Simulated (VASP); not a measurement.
# VASP 6.6.1 run: BaS

INCAR

```
LWAVE = .FALSE.
ISIF = 2
EDIFF = 1E-7
GGA = PE
IBRION = -1
PREC = Accurate
ENCUT = 520
NBANDS = 15
NSW = 0
LASPH = .TRUE.
LREAL = .FALSE.
ISMEAR = -1
SIGMA = 0.02
LCHARG = .FALSE.
ISYM = -1
NELM = 53
```

KPOINTS

```
KPOINTS created by Atomic Simulation Environment
0
Gamma
4 4 4
0 0 0
```

POSCAR

```
Ba S
 1.0000000000000000
     0.0000000000000000    3.2117958737464081    3.2117958737464081
     3.2117958737464081    0.0000000000000000    3.2117958737464081
     3.2117958737464081    3.2117958737464081   -0.0000000000000000
 Ba  S
   1   1
Cartesian
 -0.0000000000000000 -0.0000000000000000 -0.0000000000000000
  3.2117958737464081  3.2117958737464081  3.2117958737464081
```

The recommended PBE PAW datasets give the neutral cell 16 valence electrons.

Command

```
mpirun -np 1 vasp_std
```

OSZICAR

```
N       E                     dE             d eps       ncg     rms          rms(c)
DAV:   1     0.844001289606E+02    0.84400E+02   -0.67946E+03  1920   0.925E+02
DAV:   2    -0.574861402154E+01   -0.90149E+02   -0.81303E+02  2658   0.168E+02
DAV:   3    -0.105795854610E+02   -0.48310E+01   -0.47910E+01  2606   0.413E+01
DAV:   4    -0.106754195115E+02   -0.95834E-01   -0.95816E-01  2472   0.596E+00
DAV:   5    -0.106774146590E+02   -0.19951E-02   -0.19951E-02  2646   0.710E-01    0.471E+00
DAV:   6    -0.101692819638E+02    0.50813E+00   -0.70271E-01  2137   0.494E+00    0.319E+00
DAV:   7    -0.101716216791E+02   -0.23397E-02   -0.19449E-01  2386   0.242E+00    0.213E+00
DAV:   8    -0.101844985308E+02   -0.12877E-01   -0.21433E-02  2200   0.103E+00    0.262E-01
DAV:   9    -0.101863402886E+02   -0.18418E-02   -0.35530E-03  2466   0.459E-01    0.165E-01
DAV:  10    -0.101871760468E+02   -0.83576E-03   -0.82995E-04  2116   0.189E-01    0.517E-02
DAV:  11    -0.101873095525E+02   -0.13351E-03   -0.17852E-04  2326   0.815E-02    0.126E-02
DAV:  12    -0.101873126333E+02   -0.30808E-05   -0.86165E-06  2193   0.196E-02    0.367E-03
DAV:  13    -0.101873122607E+02    0.37260E-06   -0.11872E-06  2435   0.689E-03    0.233E-03
DAV:  14    -0.101873123743E+02   -0.11360E-06   -0.79391E-08  1789   0.206E-03    0.545E-04
DAV:  15    -0.101873123664E+02    0.78760E-08   -0.99677E-09  1198   0.748E-04
   1 F= -.10187312E+02 E0= -.10187312E+02  d E =-.684467E-11
```

From OUTCAR

```
k-points           NKPTS =     64   k-points in BZ     NKDIM =     64   number of bands    NBANDS=     15

   NELECT =      16.0000    total number of electrons

   dimension x,y,z NGX =    36 NGY =   36 NGZ =   36
   dimension x,y,z NGXF=    72 NGYF=   72 NGZF=   72

  energy-cutoff  :      520.00
  volume of cell :       66.26
      direct lattice vectors                 reciprocal lattice vectors
     0.000000000  3.211795874  3.211795874    -0.155676145  0.155676145  0.155676145
     3.211795874  0.000000000  3.211795874     0.155676145 -0.155676145  0.155676145
     3.211795874  3.211795874  0.000000000     0.155676145  0.155676145 -0.155676145

 k-points in reciprocal lattice and weights: KPOINTS created by Atomic Simulation Env
   0.00000000  0.00000000  0.00000000       0.016
   0.25000000  0.00000000  0.00000000       0.016
   0.50000000  0.00000000  0.00000000       0.016
  -0.25000000  0.00000000  0.00000000       0.016
   0.00000000  0.25000000  0.00000000       0.016
   0.25000000  0.25000000  0.00000000       0.016
   0.50000000  0.25000000  0.00000000       0.016
  -0.25000000  0.25000000  0.00000000       0.016
   ...

 E-fermi :   1.8248

 k-point     1 :       0.0000    0.0000    0.0000
  band No.  band energies     occupation
      1     -24.7634      2.00000
      2      -9.8207      2.00000
      3      -9.8207      2.00000
      4      -9.8207      2.00000
      5      -8.9605      2.00000
      6       1.3730      2.00000
      7       1.3730      2.00000
      8       1.3730      2.00000
      9       4.8874      0.00000
     10       5.2332      0.00000
     11       5.2332      0.00000
     12       5.2332      0.00000
     13       6.1414      0.00000
     14       6.1414      0.00000
     15      10.0753      0.00000

 k-point     2 :       0.2500    0.0000    0.0000
  band No.  band energies     occupation
      1     -24.7430      2.00000
      2     -10.4930      2.00000
      3      -9.8392      2.00000
      4      -9.8392      2.00000
      5      -8.2401      2.00000
      6       0.2442      2.00000
      7       0.7657      2.00000
      8       0.7657      2.00000
      9       5.4551      0.00000
     10       6.1012      0.00000
     11       6.1012      0.00000
     12       6.6580      0.00000
     13       7.6940      0.00000
     14       7.6940      0.00000
     15      11.8704      0.00000

 k-point     3 :       0.5000    0.0000    0.0000
  band No.  band energies     occupation
      1     -24.7224      2.00000
      2     -10.8821      2.00000
      3      -9.8573      2.00000
      4      -9.8573      2.00000
      5      -7.7967      2.00000
      6      -0.5284      2.00000
      7       0.3173      2.00000
      8       0.3173      2.00000
      9       6.8534      0.00000
     10       7.0089      0.00000
     11       7.6094      0.00000
     12       7.6094      0.00000
     13      10.1688      0.00000
     14      10.1688      0.00000
     15      10.2909      0.00000

 ...

  Total        0.2844996      0.2845017      0.2844970     -0.0000003     -0.0000003     -0.0000005
  in kB        6.8788911      6.8789420      6.8788274     -0.0000068     -0.0000070     -0.0000118
  external PRESSURE =       6.8788868 kB  Pullay stress =       0.0000000 kB

 POSITION                                       TOTAL-FORCE (eV/Angst)
 -----------------------------------------------------------------------------------
      0.00000      0.00000      0.00000         0.000001     -0.000001      0.000000
      3.21180      3.21180      3.21180        -0.000001      0.000001     -0.000000
 -----------------------------------------------------------------------------------
    total drift:                               -0.000005      0.000003     -0.000001

  FREE ENERGIE OF THE ION-ELECTRON SYSTEM (eV)
  ---------------------------------------------------
  free  energy   TOTEN  =       -10.1873123664 eV

  energy  without entropy=      -10.1873123664  energy(sigma->0) =      -10.18731237
```

It converged. Results: gap between bands v and c on the k mesh 2.13 eV; least direct gap on the k mesh 2.28 eV; pressure 0.7 GPa. Band v is the last that the valence electrons fill when counted band by band, and c is the next.

For comparison, a separate PBE run of the intended cell, on usual settings and not on those above, gives a gap of 2.13 eV on its mesh and a pressure of 0.6 GPa.

The run above took about 26 s on one core of a shared host (Intel Xeon 6975P-C) and held 0.23 GiB at most.
